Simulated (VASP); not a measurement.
# Sn (Im-3m) in VASP: a series of runs, part 2 of 2

VASP 6.6.1. The steps go on from the part before.

### Step 4. Relaxation of cell and atoms, PBE+TS

File INCAR:

```
SYSTEM = Sn
PREC = Accurate ; ENCUT = 600
EDIFF = 1E-6 ; ISMEAR = -1
SIGMA = 0.05 ; LREAL = .False.
LASPH = .True. ; NELM = 80
ALGO = Normal ; ISIF = 3
LWAVE = .False. ; LCHARG = .False.
GGA = PE ; IVDW = 2
IBRION = 2 ; NSW = 60
EDIFFG = -0.01
```

File KPOINTS:

```
regular mesh
0
Gamma
  10 10 10
  0 0 0
```

File POSCAR:

```
Sn
1.0
   -1.8946518192      1.8946518192      1.8946518192
    1.8946518192     -1.8946518192      1.8946518192
    1.8946518192      1.8946518192     -1.8946518192
Sn
1
Direct
    0.0000000000      0.0000000000      0.0000000000
```

Potentials or basis: VASP PAW PBE potentials, release 64 (Sn_d).

Started as:

```console
> cat potpaw_PBE.64/Sn_d/POTCAR > POTCAR
> mpirun -np 1 vasp_std > vasp.out
```

OUTCAR:

```text
SYSTEM = Sn
   PREC = Accurate
   ENCUT = 600
   EDIFF = 1E-6
   ISMEAR = -1
   LREAL = .False.
   LASPH = .True.
   NELM = 80
   ISIF = 3
   GGA = PE
   IVDW = 2
   IBRION = 2
   NSW = 60
   EDIFFG = -0.01
  IVDW =   2

 ion  position               nearest neighbor table
   1  0.000  0.000  0.000-

  LATTYP: Found a body centered cubic cell.
 ALAT       =     3.7893036384

  Lattice vectors:

 A1 = (  -1.8946518192,   1.8946518192,   1.8946518192)
 A2 = (   1.8946518192,  -1.8946518192,   1.8946518192)
 A3 = (   1.8946518192,   1.8946518192,  -1.8946518192)

Analysis of symmetry for initial positions (statically):
=====================================================================
 Subroutine PRICEL returns:
 Original cell was already a primitive cell.

 Routine SETGRP: Setting up the symmetry group for a
 body centered cubic supercell.

 Subroutine GETGRP returns: Found 48 space group operations
 (whereof 48 operations were pure point group operations)
 out of a pool of 48 trial point group operations.

The static configuration has the point symmetry O_h .

Analysis of symmetry for dynamics (positions and initial velocities):
=====================================================================
 Subroutine PRICEL returns:
 Original cell was already a primitive cell.

 Routine SETGRP: Setting up the symmetry group for a
 body centered cubic supercell.

 Subroutine GETGRP returns: Found 48 space group operations
 (whereof 48 operations were pure point group operations)
 out of a pool of 48 trial point group operations.

The dynamic configuration has the point symmetry O_h .

 Subroutine INISYM returns: Found 48 space group operations
 (whereof 48 operations are pure point group operations),
 and found     1 'primitive' translations

----------------------------------------------------------------------------------------

                                     Primitive cell

  volume of cell :      27.2050

  direct lattice vectors                    reciprocal lattice vectors
    -1.894651819  1.894651819  1.894651819     0.000000000  0.263900731  0.263900731
     1.894651819 -1.894651819  1.894651819     0.263900731  0.000000000  0.263900731
     1.894651819  1.894651819 -1.894651819     0.263900731  0.263900731  0.000000000

  length of vectors
     3.281633214  3.281633214  3.281633214     0.373211993  0.373211993  0.373211993

  position of ions in fractional coordinates (direct lattice)
     0.000000000  0.000000000  0.000000000

  ion indices of the primitive-cell ions
   primitive index   ion index
                 1           1

----------------------------------------------------------------------------------------

 KPOINTS: regular mesh

Automatic generation of k-mesh.
 Grid dimensions read from file:
 generate k-points for:   10   10   10

 Generating k-lattice:
[... 107 lines left out ...]
  ext. energy  EPLUGINS =         0.00000000
  ---------------------------------------------------
  free energy    TOTEN  =        -3.76233284 eV

  energy without entropy =       -3.75504098  energy(sigma->0) =       -3.75868691

------------------------ aborting loop because EDIFF is reached ----------------------------------------

  Tkatchenko/Scheffler method for vdW energy calculation

  Number of pair interactions contributing to vdW energy:   19338

  Edisp (eV):   -0.29103

  FORCE on cell =-STRESS in cart. coord.  units (eV):
  Direction    XX          YY          ZZ          XY          YZ          ZX
  --------------------------------------------------------------------------------------
  -------------------------------------------------------------------------------------
  Total      -0.25687    -0.25687    -0.25687     0.00000    -0.00000     0.00000
  in kB     -15.12776   -15.12776   -15.12776     0.00000    -0.00000     0.00000
  external pressure =      -15.13 kB  Pullay stress =        0.00 kB

 VOLUME and BASIS-vectors are now :
 -----------------------------------------------------------------------------
  energy-cutoff  :      600.00
  volume of cell :       27.20
      direct lattice vectors                 reciprocal lattice vectors
    -1.894651819  1.894651819  1.894651819     0.000000000  0.263900731  0.263900731
     1.894651819 -1.894651819  1.894651819     0.263900731  0.000000000  0.263900731
     1.894651819  1.894651819 -1.894651819     0.263900731  0.263900731  0.000000000

 POSITION                                       TOTAL-FORCE (eV/Angst)
 -----------------------------------------------------------------------------------
      0.00000      0.00000      0.00000        -0.000000      0.000000     -0.000000
 -----------------------------------------------------------------------------------
    total drift:                               -0.000000     -0.000000      0.000000

  FREE ENERGIE OF THE ION-ELECTRON SYSTEM (eV)
  ---------------------------------------------------
  free  energy   TOTEN  =        -4.0533616539 eV

  energy  without entropy=       -4.0460697905  energy(sigma->0) =       -4.04971572

--------------------------------------- Ionic step        2  -------------------------------------------

 number of electron      14.0000002 magnetization

 Free energy of the ion-electron system (eV)
  ---------------------------------------------------
  ext. energy  EPLUGINS =         0.00000000
  ---------------------------------------------------
  free energy    TOTEN  =        -3.75266487 eV

  energy without entropy =       -3.74598092  energy(sigma->0) =       -3.74932290

 E-fermi :   8.5191     XC(G=0): -10.5420

 val. band max:        8.4928514158   @ k =   0.2000   0.2000   0.2000
 cond. band min:       8.5281084366   @ k =  -0.4000   0.4000   0.4000
 fundamental gap:      0.0352570207
 Fermi energy:         8.5191029037

 k-point     1 :       0.0000    0.0000    0.0000
  band No.  band energies     occupation
      1     -13.0572      2.00000
      2     -13.0572      2.00000
      3     -13.0572      2.00000
      4     -12.9029      2.00000
      5     -12.9029      2.00000
      6      -2.8187      2.00000
      7      16.8525      0.00000
      8      16.8525      0.00000
      9      16.8525      0.00000
     10      20.7296      0.00000
     11      20.7296      0.00000
[... 309 lines left out ...]
 k-point    24 :      -0.3000    0.3000    0.1000
  band No.  band energies     occupation
      1     -13.0664      2.00000
      2     -13.0173      2.00000
      3     -12.9392      2.00000
      4     -12.9124      2.00000
      5     -12.8997      2.00000
      6      -0.5673      2.00000
      7       8.7357      0.02593
      8      12.5186      0.00000
      9      13.8581      0.00000
     10      17.7254      0.00000
     11      18.7204      0.00000

 [... further k-points ...]

------------------------ aborting loop because EDIFF is reached ----------------------------------------

  Hirshfeld charges:
            ion         q(e)
   ------------------------------
      1     Sn       0.00000000

  Tkatchenko/Scheffler method for vdW energy calculation

  Number of pair interactions contributing to vdW energy:   19890

  Edisp (eV):   -0.30562

  FORCE on cell =-STRESS in cart. coord.  units (eV):
  Direction    XX          YY          ZZ          XY          YZ          ZX
  --------------------------------------------------------------------------------------
  -------------------------------------------------------------------------------------
  Total      -0.00148    -0.00148    -0.00148     0.00000    -0.00000     0.00000
  in kB      -0.09020    -0.09020    -0.09020     0.00000    -0.00000     0.00000
  external pressure =       -0.09 kB  Pullay stress =        0.00 kB

 VOLUME and BASIS-vectors are now :
 -----------------------------------------------------------------------------
  energy-cutoff  :      600.00
  volume of cell :       26.21
      direct lattice vectors                 reciprocal lattice vectors
    -1.871173178  1.871173178  1.871173178     0.000000000  0.267212039  0.267212039
     1.871173178 -1.871173178  1.871173178     0.267212039  0.000000000  0.267212039
     1.871173178  1.871173178 -1.871173178     0.267212039  0.267212039  0.000000000

 POSITION                                       TOTAL-FORCE (eV/Angst)
 -----------------------------------------------------------------------------------
      1.87117      1.87117      1.87117         0.000000     -0.000000     -0.000000
 -----------------------------------------------------------------------------------
    total drift:                                0.000000      0.000000      0.000000

  FREE ENERGIE OF THE ION-ELECTRON SYSTEM (eV)
  ---------------------------------------------------
  free  energy   TOTEN  =        -4.0582884627 eV

  energy  without entropy=       -4.0516045147  energy(sigma->0) =       -4.05494649

 reached required accuracy - stopping structural energy minimisation
```

OSZICAR:

```text
N       E                     dE             d eps       ncg     rms          rms(c)
DAV:   1     0.768828101107E+02    0.76883E+02   -0.80431E+03  1050   0.212E+03
[... 12 lines left out ...]
DAV:   2    -0.379149585063E+01    0.17472E+00   -0.26188E-01  1166   0.116E+01    0.109E+00
DAV:   3    -0.375447426076E+01    0.37022E-01   -0.97317E-02  1456   0.651E+00    0.144E-01
DAV:   4    -0.375276645451E+01    0.17078E-02   -0.24201E-03  1106   0.679E-01    0.347E-02
DAV:   5    -0.375266443718E+01    0.10202E-03   -0.12994E-04  1307   0.109E-01    0.173E-02
DAV:   6    -0.375266690848E+01   -0.24713E-05   -0.15965E-05  1166   0.601E-02    0.294E-03
DAV:   7    -0.375266517526E+01    0.17332E-05   -0.81328E-07   672   0.115E-02    0.800E-04
DAV:   8    -0.375266487161E+01    0.30365E-06   -0.10166E-07   550   0.330E-03
   2 F= -.40582885E+01 E0= -.40549465E+01  d E =-.492681E-02
```

CONTCAR:

```text
Sn
   1.00000000000000
    -1.8711731775348690    1.8711731775348690    1.8711731775348690
     1.8711731775348690   -1.8711731775348690    1.8711731775348690
     1.8711731775348690    1.8711731775348690   -1.8711731775348690
  Sn
     1
Direct
     1.0000000000000000    1.0000000000000000    1.0000000000000000

  0.00000000E+00  0.00000000E+00  0.00000000E+00
```

Wall time 56 s (1 thread of Intel Xeon Platinum 8259CL at 2.50GHz (Skylake/Cascade Lake), shared host); peak memory 0.17 GiB.

Results:

```yaml
Free_energy: -4.0583 eV
Relaxed_volume: 26.21 Å³/atom
Relaxed_cell: a = 3.241 Å, b = 3.241 Å, c = 3.241 Å, α = 109.47°, β = 109.47°, γ = 109.47°
Space_group_after_relaxing_to_0.05_Å: Im-3m (No. 229)
Energy_gained_by_relaxing: 4.9 meV/atom
Ionic_steps: 2
Pressure_after_relaxing: 0.0 GPa
Band_gap_on_the_k_mesh: none (metal or under the smearing width)
Dispersion_energy_per_atom: -0.306 eV
```

The path:
```csv
step,energy change (eV),largest force (eV/Å),pressure (GPa),volume (Å³)
1,0.0000,0.0000,-1.51,27.20
2,-0.0049,0.0000,-0.01,26.21
```

Final structure:
```yaml
crystal:
  lattice:
    - [-1.87117, 1.87117, 1.87117]
    - [1.87117, -1.87117, 1.87117]
    - [1.87117, 1.87117, -1.87117]
  atoms:
    - { symbol: Sn, position: [0.00000, 0.00000, 0.00000] }
```

Levels at points of the mesh, in eV from the Fermi level:
```tsv
k point	band 4	band 5	band 6	band 7	band 8	band 9	band 10	band 11
(0.00, 0.00, 0.00)	-21.42	-21.42	-11.34	8.33	8.33	8.33	12.21	12.21
(0.50, 0.00, 0.00)	-21.43	-21.33	-6.43	-4.59	3.75	5.59	8.19	8.40
(0.50, 0.50, 0.50)	-21.35	-21.35	-2.23	-0.50	-0.50	-0.50	3.84	3.84
```

Caveat: atom-pairwise D2, TS and ULG terms overbind metals; pairwise dispersion overbinds metals, which lowers pressure and volume.

### Step 5. For comparison

An earlier run on the cell as given: functional PBE; potentials or basis VASP PAW PBE potentials, release 64 (Sn_d); cutoff 520 eV; k mesh 10 × 10 × 10; occupations fermi-dirac, width 0.05 eV; no spin polarisation.

- Pressure: 0.6 GPa
- Band gap on the k mesh: none (metal or under the smearing width)

### Step 6. Overview

```tsv
task	level	cell	cutoff (eV)	gap on the mesh (eV)	pressure (GPa)	relaxed volume (Å³/atom)
relaxation of cell and atoms	PBE+D3(BJ)	relaxed	600	none	0.0	26.26
relaxation of cell and atoms	PBE+D4	relaxed	600	none	0.0	26.23
relaxation of cell and atoms	PBE+TS	relaxed	600	none	0.0	26.21
single point	PBE	as given	520	none	0.6	-
```

Alike in all rows: potentials or basis VASP PAW PBE potentials, release 64 (Sn_d); no spin polarisation; k mesh 10 × 10 × 10; smearing fermi-dirac 0.05 eV.

Caveats: pairwise dispersion overbinds metals, which lowers pressure and volume (some runs); atom-pairwise D2, TS and ULG terms overbind metals (some runs).

Absolute energies hang on the potentials; compare differences alone.
